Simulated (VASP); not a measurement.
# SnSe2 (P-3m1) in VASP: notebook

One crystal, SnSe2, is run at these levels: PBE; tasks: phonons, dielectric tensor.

Everything below comes from runs of VASP 6.6.1. Logs are shortened: lines on timing, memory, paths and dates and some standing lists are left out, and cuts for length are marked.

### Step 1. Starting point

Symmetry: P-3m1, No. 164, trigonal system. The conventional cell has a = 3.874 Å, b = 3.874 Å, c = 6.933 Å, α = 90.00°, β = 90.00°, γ = 120.00°. Around Sn (site symmetry -3m) lie 6 Se at 2.75 Å. Se (site symmetry 3m) has 3 Sn at 2.75 Å as nearest neighbours.

### Step 2. Phonons, PBE

POSCAR reads:

```
SnSe2
1.0
    3.8737634552     -0.0000000000     -0.0000000000
   -1.9368817276      3.3547775604      0.0000000000
   -0.0000000000      0.0000000000      6.9330786927
  Sn              Se
     1     2
Direct
     1.0000000000000000    0.0000000000000000    1.0000000000000000
     0.3333333332999970    0.6666666667000030    0.2301120746917932
     0.6666666667000030    0.3333333332999970    0.7698879253082069
```

INCAR.step1 reads:

```
SYSTEM = SnSe2
ALGO = Fast
EDIFF = 1E-8
EDIFFG = -0.002
ENCUT = 600
GGA = PE
IBRION = 2
ISIF = 3
ISMEAR = 0
KPAR = 2
LASPH = .TRUE.
LCHARG = .FALSE.
LREAL = .FALSE.
LWAVE = .FALSE.
NELM = 80
NSW = 40
PREC = Accurate
SIGMA = 0.03
```

INCAR.step2 reads:

```
SYSTEM = SnSe2
ALGO = Fast
EDIFF = 1E-8
ENCUT = 600
GGA = PE
IBRION = 6
ISIF = 2
ISMEAR = 0
KPAR = 2
LASPH = .TRUE.
LCHARG = .FALSE.
LREAL = .FALSE.
LWAVE = .FALSE.
NELM = 80
NFREE = 2
NSW = 1
POTIM = 0.015
PREC = Accurate
SIGMA = 0.03
```

KPOINTS reads:

```
k-points
0
G
  9 9 5
  0 0 0
```

Potentials or basis: VASP PAW PBE potentials, release 64 (Sn_d, Se).

The run is started by

```sh
cat potpaw_PBE.64/Sn_d/POTCAR potpaw_PBE.64/Se/POTCAR > POTCAR
cp INCAR.step1 INCAR
mpirun -np 2 vasp_std > vasp.out
cp CONTCAR POSCAR
cp INCAR.step2 INCAR
mpirun -np 2 vasp_std > vasp.out
```

OUTCAR:

```text
SYSTEM = SnSe2
   EDIFF = 1E-8
   ENCUT = 600
   GGA = PE
   IBRION = 6
   ISIF = 2
   ISMEAR = 0
   LASPH = .TRUE.
   LREAL = .FALSE.
   NELM = 80
   NFREE = 2
   NSW = 1
   POTIM = 0.015
   PREC = Accurate

 ion  position               nearest neighbor table
   1  0.000  0.000  0.000-   2 2.75   3 2.75   2 2.75   3 2.75   3 2.75   2 2.75
   2  0.333  0.667  0.229-   1 2.75   1 2.75   1 2.75
   3  0.667  0.333  0.771-   1 2.75   1 2.75   1 2.75

  LATTYP: Found a hexagonal cell.
 ALAT       =     3.8731316284
 C/A-ratio  =     1.8019463123

  Lattice vectors:

 A1 = (   3.8731316284,   0.0000000000,   0.0000000000)
 A2 = (  -1.9365658142,   3.3542303824,  -0.0000000000)
 A3 = (   0.0000000000,   0.0000000000,   6.9791752551)

Analysis of symmetry for initial positions (statically):
=====================================================================
 Subroutine PRICEL returns:
 Original cell was already a primitive cell.

 Routine SETGRP: Setting up the symmetry group for a
 hexagonal supercell.

 Subroutine GETGRP returns: Found 12 space group operations
 (whereof 12 operations were pure point group operations)
 out of a pool of 24 trial point group operations.

The static configuration has the point symmetry D_3d.

Analysis of symmetry for dynamics (positions and initial velocities):
=====================================================================
 Subroutine PRICEL returns:
 Original cell was already a primitive cell.

 Routine SETGRP: Setting up the symmetry group for a
 hexagonal supercell.

 Subroutine GETGRP returns: Found 12 space group operations
 (whereof 12 operations were pure point group operations)
 out of a pool of 24 trial point group operations.

The dynamic configuration has the point symmetry D_3d.

 Subroutine INISYM returns: Found 12 space group operations
 (whereof 12 operations are pure point group operations),
 and found     1 'primitive' translations

----------------------------------------------------------------------------------------

                                     Primitive cell

  volume of cell :      90.6691

  direct lattice vectors                    reciprocal lattice vectors
     3.873131628  0.000000000  0.000000000     0.258189005  0.149065491 -0.000000000
    -1.936565814  3.354230382 -0.000000000     0.000000000  0.298130983 -0.000000000
     0.000000000  0.000000000  6.979175255     0.000000000  0.000000000  0.143283406

  length of vectors
     3.873131628  3.873131628  6.979175255     0.298130983  0.298130983  0.143283406

  position of ions in fractional coordinates (direct lattice)
     0.000000000  0.000000000  0.000000000
     0.333333333  0.666666667  0.228624447
     0.666666667  0.333333333  0.771375553

  ion indices of the primitive-cell ions
   primitive index   ion index
                 1           1
                 2           2
                 3           3

----------------------------------------------------------------------------------------

 KPOINTS: k-points

Automatic generation of k-mesh.
 Grid dimensions read from file:
 generate k-points for:    9    9    5

 Generating k-lattice:

  Cartesian coordinates                     Fractional coordinates (reciprocal lattice)
[... 59 lines left out ...]
   NELM   =     80;   NELMIN=  2; NELMDL=  0     # of ELM steps
   EDIFF  = 0.1E-07   stopping-criterion for ELM
   LREAL  =      F    real-space projection
   EDIFFG = 0.1E-06   stopping-criterion for IOM
   NSW    =     73    number of steps for IOM
   IBRION =      6    ionic relax: 0-MD 1-quasi-New 2-CG
   NFREE  =      2    steps in history (QN), initial steepest desc. (CG)
   ISIF   =      2    stress and relaxation
   ISYM   =      2    0-nonsym 1-usesym 2-fastsym
   POTIM  = 0.0150    time-step for ionic-motion
   TEBEG  =    0.0;   TEEND  =   0.0 temperature during run
   PSTRESS=    0.0 pullay stress
   NELECT =      26.0000    total number of electrons
   NUPDOWN=      -1.0000    fix difference up-down
   EMIN   =  10.00;   EMAX   =-10.00  energy-range for DOS
   EFERMI =   0.00;   METHOD = LEGACY
   ISMEAR =     0;   SIGMA  =   0.03  broadening in eV -4-tet -1-fermi 0-gaus
   EFERMI_NEDOS =   21; number of points for ismear=-14 and -15
   IALGO  =     68    algorithm
   IMIX   =      4    mixing-type and parameters
     AMIX     =   0.40;   BMIX     =  1.00
     AMIX_MAG =   1.60;   BMIX_MAG =  1.00
  volume/ion in A,a.u.               =      30.22       203.96
  Fermi-wavevector in a.u.,A,eV,Ry     =   1.079559  2.040070 15.856864  1.165447
  Thomas-Fermi vector in A             =   2.215527
   LORBIT       =      0    0 simple, 1 ext, 2 COOP (PROOUT), +10 PAW based schemes
   GGA     = PE    functional components
   LHFCALC =     F    Hartree Fock is set to
   AEXX    =    0.0000 exact exchange contribution
   IVDW    =     0    specifies the selected vdW correction
   LEPSILON=     F    determine dielectric tensor
   LRPA    =     F    only Hartree local field effects (RPA)
 finite differences with symmetry
 non-spin polarized calculation
 RMM-DIIS sequential band-by-band and
 Gauss-broadening in eV      SIGMA  =   0.03
  energy-cutoff  :      600.00
  volume of cell :       90.67
 maximum number of plane-waves:      3052
 NGX is ok and might be reduce to    32
   NGX = 15   NGY = 15   NGZ = 27

--------------------------------------- Ionic step        1  -------------------------------------------

 number of electron      25.9999999 magnetization

 Free energy of the ion-electron system (eV)
  ---------------------------------------------------
  ext. energy  EPLUGINS =         0.00000000
  ---------------------------------------------------
  free energy    TOTEN  =       -11.87395576 eV

  energy without entropy =      -11.87395576  energy(sigma->0) =      -11.87395576

------------------------ aborting loop because EDIFF is reached ----------------------------------------

  FORCE on cell =-STRESS in cart. coord.  units (eV):
  Direction    XX          YY          ZZ          XY          YZ          ZX
  --------------------------------------------------------------------------------------
  -------------------------------------------------------------------------------------
  Total        0.0003600      0.0003600      0.0017258     -0.0000000      0.0000000     -0.0000000
  in kB        0.0063607      0.0063607      0.0304966     -0.0000000      0.0000000     -0.0000000
  external PRESSURE =       0.0144060 kB  Pullay stress =       0.0000000 kB
[... 283 lines left out ...]
--------------------------------------- Ionic step        9  -------------------------------------------

 number of electron      25.9999999 magnetization

 Free energy of the ion-electron system (eV)
  ---------------------------------------------------
  ext. energy  EPLUGINS =         0.00000000
  ---------------------------------------------------
  free energy    TOTEN  =       -11.87305716 eV

  energy without entropy =      -11.87305716  energy(sigma->0) =      -11.87305716

 E-fermi :   2.7344     XC(G=0):  -8.5909

 val. band max:        2.5449883524   @ k =   0.1111   0.0000   0.2000
 cond. band min:       3.3028975854   @ k =   0.0000   0.4444   0.4000
 fundamental gap:      0.7579092330
 Fermi energy:         2.7343851216

 k-point     1 :       0.0000    0.0000    0.0000
  band No.  band energies     occupation
      1     -18.5719      2.00000
      2     -18.5719      2.00000
      3     -18.5401      2.00000
      4     -18.5305      2.00000
      5     -18.5305      2.00000
      6     -10.8226      2.00000
[... 457 lines left out ...]
      4     -18.5291      2.00000
      5     -18.5188      2.00000
      6     -10.0851      2.00000
[... 9 lines left out ...]
     16       7.5747      0.00000
     17       8.5675      0.00000

 [... further k-points ...]

------------------------ aborting loop because EDIFF is reached ----------------------------------------

  FORCE on cell =-STRESS in cart. coord.  units (eV):
  Direction    XX          YY          ZZ          XY          YZ          ZX
  --------------------------------------------------------------------------------------
  -------------------------------------------------------------------------------------
  Total        0.0849619      0.0849619      0.2152178     -0.0000000      0.0000000      0.0000000
  in kB        1.5013286      1.5013286      3.8030278     -0.0000000      0.0000000      0.0000000
  external PRESSURE =       2.2685617 kB  Pullay stress =       0.0000000 kB
[... 18 lines left out ...]
  FREE ENERGIE OF THE ION-ELECTRON SYSTEM (eV)
  ---------------------------------------------------
  free  energy   TOTEN  =       -11.8730571609 eV

  energy  without entropy=      -11.8730571609  energy(sigma->0) =      -11.87305716

 INTERNAL STRAIN TENSORS FROM DISPLACED ATOMS
 ============================================

 INTERNAL STRAIN TENSOR FOR ION    1 for displacements in x,y,z  (eV/Angst):
          X           Y           Z          XY          YZ          ZX
  --------------------------------------------------------------------------------
  x     0.00000     0.00000     0.00000     0.00000     0.00000     0.00000
  y     0.00000     0.00000     0.00000     0.00000     0.00000     0.00000
  z     0.00000     0.00000     0.00000     0.00000     0.00000     0.00000

 INTERNAL STRAIN TENSOR FOR ION    3 for displacements in x,y,z  (eV/Angst):
          X           Y           Z          XY          YZ          ZX
  --------------------------------------------------------------------------------
  x     0.00000     0.00000     0.00000    -0.43553     0.00000     4.96374
  y    -0.43553     0.43553     0.00000     0.00000     4.96374    -0.00000
  z     5.48595     5.48595    14.23979     0.00000     0.00000     0.00000

 Eigenvectors and eigenvalues of the dynamical matrix
 ----------------------------------------------------

   1 f  =    7.260353 THz    45.618141 2PiTHz  242.179294 cm-1    30.026392 meV
             X         Y         Z           dx          dy          dz
      0.000000  0.000000  0.000000    -0.000000   -0.000000   -0.755887
     -0.000000  2.236154  1.595610     0.000000    0.000000    0.462944
      1.936566  1.118077  5.383565     0.000000    0.000000    0.462944
[... 43 lines left out ...]
   9 f/i=    0.003625 THz     0.022777 2PiTHz    0.120920 cm-1     0.014992 meV
             X         Y         Z           dx          dy          dz
      0.000000  0.000000  0.000000     0.000000    0.000000   -0.654702
     -0.000000  2.236154  1.595610     0.000000    0.000000   -0.534493
      1.936566  1.118077  5.383565     0.000000    0.000000   -0.534493

 ELASTIC MODULI CONTR FROM IONIC RELAXATION (kBar)
 Direction    XX          YY          ZZ          XY          YZ          ZX
 --------------------------------------------------------------------------------
 XX        -120.3917   -116.2551   -307.1299      0.0000     23.5727     -0.0000
 YY        -116.2551   -120.3917   -307.1299     -0.0000    -23.5727     -0.0000
 ZZ        -307.1299   -307.1299   -797.2115     -0.0000     -0.0000     -0.0000
 XY           0.0000     -0.0000     -0.0000     -2.0683     -0.0000     23.5727
 YZ          23.5727    -23.5727     -0.0000     -0.0000   -268.6586      0.0000
 ZX          -0.0000     -0.0000     -0.0000     23.5727      0.0000   -268.6585
 --------------------------------------------------------------------------------
```

Wall time 26 min (2 MPI ranks of Intel Xeon Platinum 8259CL at 2.50GHz (Skylake/Cascade Lake), shared host); peak memory 0.72 GiB.

Results:

```
Relaxed volume                                          : 30.22 Å³/atom
Relaxed cell                                            : a = 3.873 Å, b = 3.873 Å, c = 6.979 Å, α = 90.00°, β = 90.00°, γ = 120.00°
Space group after relaxing (to 0.05 Å)                  : P-3m1 (No. 164)
Highest phonon frequency at Γ, LO-TO splitting left out : 242 cm⁻¹
```

Final structure:
```xyz
3
Lattice="3.8731 0.0000 0.0000 -1.9366 3.3542 0.0000 0.0000 0.0000 6.9792" Properties=species:S:1:pos:R:3 pbc="T T T"
Sn   -1.9366    3.3542    0.0000
Se    0.0000    2.2362    1.5956
Se    1.9366    1.1181    5.3836
```

Phonon frequencies in cm⁻¹ (negative: imaginary):
```
              q point                    frequencies
(0.000, 0.000, 0.000)  0 0 0 106 106 137 137 176 242
```

Caveat: this functional lacks dispersion, which binds the layers, so the pressure and a relaxed spacing across them are unreliable.

### Step 3. Dielectric tensor, PBE

This run uses another cell than the first one, of 30.22 Å³/atom, 1.006 times its volume.

INCAR reads:

```
SYSTEM = SnSe2
ALGO = Fast
EDIFF = 1E-8
ENCUT = 600
GGA = PE
ISIF = 2
ISMEAR = 0
KPAR = 2
LASPH = .TRUE.
LCHARG = .FALSE.
LEPSILON = .TRUE.
LREAL = .FALSE.
LWAVE = .FALSE.
NELM = 80
PREC = Accurate
SIGMA = 0.03
```

KPOINTS reads:

```
k-points
0
G
  15 15 7
  0 0 0
```

POSCAR reads:

```
SnSe2                                   
1.0
    3.8731316284     -0.0000000000     -0.0000000000
   -1.9365658142      3.3542303824     -0.0000000000
    0.0000000000      0.0000000000      6.9791752551
  Sn              Se            
     1     2
Direct
     0.0000000000000000    1.0000000000000000    0.0000000000000000
     0.3333333332999970    0.6666666667000030    0.2286244468552879
     0.6666666667000030    0.3333333332999970    0.7713755531447121
```

Potentials or basis: VASP PAW PBE potentials, release 64 (Sn_d, Se).

The run is started by

```sh
cat potpaw_PBE.64/Sn_d/POTCAR potpaw_PBE.64/Se/POTCAR > POTCAR
mpirun -np 2 vasp_std > vasp.out
```

OUTCAR:

```text
SYSTEM = SnSe2
   EDIFF = 1E-8
   ENCUT = 600
   GGA = PE
   ISIF = 2
   ISMEAR = 0
   LASPH = .TRUE.
   LEPSILON = .TRUE.
   LREAL = .FALSE.
   NELM = 80
   PREC = Accurate

 ion  position               nearest neighbor table
   1  0.000  0.000  0.000-   2 2.75   3 2.75   3 2.75   2 2.75   3 2.75   2 2.75
   2  0.333  0.667  0.229-   1 2.75   1 2.75   1 2.75
   3  0.667  0.333  0.771-   1 2.75   1 2.75   1 2.75

  LATTYP: Found a hexagonal cell.
 ALAT       =     3.8731316284
 C/A-ratio  =     1.8019463124

  Lattice vectors:

 A1 = (   3.8731316284,   0.0000000000,   0.0000000000)
 A2 = (  -1.9365658142,   3.3542303824,   0.0000000000)
 A3 = (   0.0000000000,   0.0000000000,   6.9791752551)

[... 734 lines left out ...]
    -0.00000  0.00069 -0.00000
    -0.00000  0.00000 -0.00169

 MACROSCOPIC STATIC DIELECTRIC TENSOR (including local field effects in DFT)
 ------------------------------------------------------
          10.142753    -0.000000     0.000000
           0.000000    10.142753    -0.000000
           0.000000     0.000000     4.921155
 ------------------------------------------------------

 PIEZOELECTRIC TENSOR (including local field effects)  for field in x, y, z        (e  Angst)
          XX          YY          ZZ          XY          YZ          ZX
  --------------------------------------------------------------------------------
  x     0.00000     0.00000     0.00000     0.00000     0.00000     0.00000
  y     0.00000     0.00000     0.00000     0.00000     0.00000     0.00000
  z     0.00000     0.00000     0.00000     0.00000     0.00000     0.00000

 PIEZOELECTRIC TENSOR (including local field effects)  for field in x, y, z        (C/m^2)
          XX          YY          ZZ          XY          YZ          ZX
  --------------------------------------------------------------------------------
  x     0.00000     0.00000     0.00000     0.00000     0.00000     0.00000
  y     0.00000     0.00000     0.00000     0.00000     0.00000     0.00000
  z     0.00000     0.00000     0.00000     0.00000     0.00000     0.00000

 BORN EFFECTIVE CHARGES (including local field effects) (in |e|, cummulative output)
 ---------------------------------------------------------------------------------
 ion    1
    1     5.01397     0.00000     0.00000
    2     0.00000     5.01397     0.00000
    3     0.00000     0.00000     1.25787
 ion    2
    1    -2.50699     0.00000     0.00000
    2     0.00000    -2.50699     0.00000
    3     0.00000     0.00000    -0.62893
 ion    3
    1    -2.50699     0.00000     0.00000
    2     0.00000    -2.50699     0.00000
    3     0.00000    -0.00000    -0.62893
```

OSZICAR:

```text
N       E                     dE             d eps       ncg     rms          rms(c)
DAV:   1     0.204110611847E+03    0.20411E+03   -0.13324E+04  5629   0.181E+03
[... 12 lines left out ...]
RMM:   9    -0.108092050153E+01   -0.22749E-03   -0.18849E-05 10222   0.248E-02    0.298E-03
RMM:  10    -0.108093784467E+01   -0.17343E-04   -0.29672E-06 11384   0.720E-03    0.167E-03
RMM:  11    -0.108095694290E+01   -0.19098E-04   -0.87061E-07 10758   0.415E-03    0.370E-04
RMM:  12    -0.108094885508E+01    0.80878E-05   -0.32909E-06 11286   0.188E-03    0.186E-04
RMM:  13    -0.108094566673E+01    0.31884E-05   -0.54463E-07 10173   0.133E-03    0.754E-05
RMM:  14    -0.108094412783E+01    0.15389E-05    0.12543E-06  9828   0.102E-03    0.553E-05
RMM:  15    -0.108094379302E+01    0.33481E-06   -0.10054E-06  7086   0.909E-04    0.174E-05
RMM:  16    -0.108094229964E+01    0.14934E-05    0.97393E-07  7095   0.908E-04    0.464E-06
```

stdout:

```text
POSCAR found type information on POSCAR SnSe
 POSCAR found :  2 types and       3 ions
 scaLAPACK will be used
 LDA part: xc-table for (Slater+PW92), standard interpolation
 POSCAR, INCAR and KPOINTS ok, starting setup
 FFT: planning ... GRIDC
 FFT: planning ... GRID_SOFT
 FFT: planning ... GRID
[... 21 lines left out ...]
 Linear response to external field (no local field effect), progress :
  Direction:   3
 dielectric tensor                  component  3 :    -0.195    -0.902     8.277
 Linear response to external field, progress :
  Direction:   1
 dielectric tensor                  component  1 :    10.143    -1.440     0.067
 Linear response to external field, progress :
  Direction:   2
 dielectric tensor                  component  2 :    -1.432    10.143     0.000
 Linear response to external field, progress :
  Direction:   3
 dielectric tensor                  component  3 :    -0.272    -0.709     4.921
 Born effective charges drift removed
```

Run time: 51 min. Hardware: 2 MPI ranks of Intel Xeon Platinum 8259CL at 2.50GHz (Skylake/Cascade Lake), shared host; peak memory 1.8 GiB.

What came out:

```
Band gap on the k mesh                  : 0.69 eV, indirect (least direct gap 1.08 eV)
Electronic dielectric tensor (diagonal) : 10.14, 10.14, 4.92
Born charges (mean of the diagonal)     : Sn +3.76; Se -1.88 e
```

Electronic dielectric tensor:
```
10.14  0.00  0.00
 0.00 10.14  0.00
 0.00  0.00  4.92
```

Born effective charge tensors (e):
atom 1, Sn
```
5.01 0.00 0.00
0.00 5.01 0.00
0.00 0.00 1.26
```
atom 2, Se
```
-2.51  0.00  0.00
 0.00 -2.51  0.00
 0.00  0.00 -0.63
```
atom 3, Se
```
-2.51  0.00  0.00
 0.00 -2.51  0.00
 0.00  0.00 -0.63
```

Caveat: the gap is small at this level, which inflates the dielectric constant; spin-orbit coupling is left out, which moves the levels of the heavy elements; an odd mesh through Γ misses points on the zone boundary, where band edges often lie; this functional lacks dispersion, which binds the layers, so the pressure and a relaxed spacing across them are unreliable.
